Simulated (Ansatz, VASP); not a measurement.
BAs: VASP beside Ansatz

```
As B
1.0
     0.00000    2.33974    2.33974
     2.33974    0.00000    2.33974
     2.33974    2.33974    0.00000
As B
1 1
Cartesian
  3.5096 3.5096 3.5096
  0.0000 0.0000 0.0000
```

Alike in both runs: task single point; functional B3LYP; k mesh 5 × 5 × 5; occupations fermi-dirac, width 0.05 eV; no spin polarisation.

```csv
,VASP,Ansatz
version,VASP 6.6.1,Ansatz 0.2.0
potentials or method,"VASP PAW PBE potentials, release 64 (As, B)",Ansatz PAW
plane-wave cutoff (eV),520,420
valence electrons in the cell,8,18
```

VASP gave:

- gap on the k mesh at the Fermi level (eV): 2.46
- least direct gap on the mesh (eV): 4.70
- pressure (GPa): 14.9

Question: Estimate Ansatz's values.

Answer: gap on the k mesh at the Fermi level (eV): 2.45; least direct gap on the mesh (eV): 4.69; pressure (GPa): 14.5.

The two sets of potentials don't hold the same shells in valence.

Caveats: the k mesh is coarse (spacing up to 0.47 Å⁻¹), so the values aren't converged, least of all with exact exchange; the PAW data sets were made with another functional, which shifts forces and pressure a little (VASP); an odd mesh through Γ misses points on the zone boundary, where band edges often lie (VASP); odd divisions of the mesh miss points on the zone boundary, where band edges often lie, so the gap on the mesh can be too wide (Ansatz); the PAW data sets come from PBE, with cores solved anew for the run's functional, which leaves a small shift of forces and pressure (Ansatz); the thresholds are loose for stress (Ansatz).
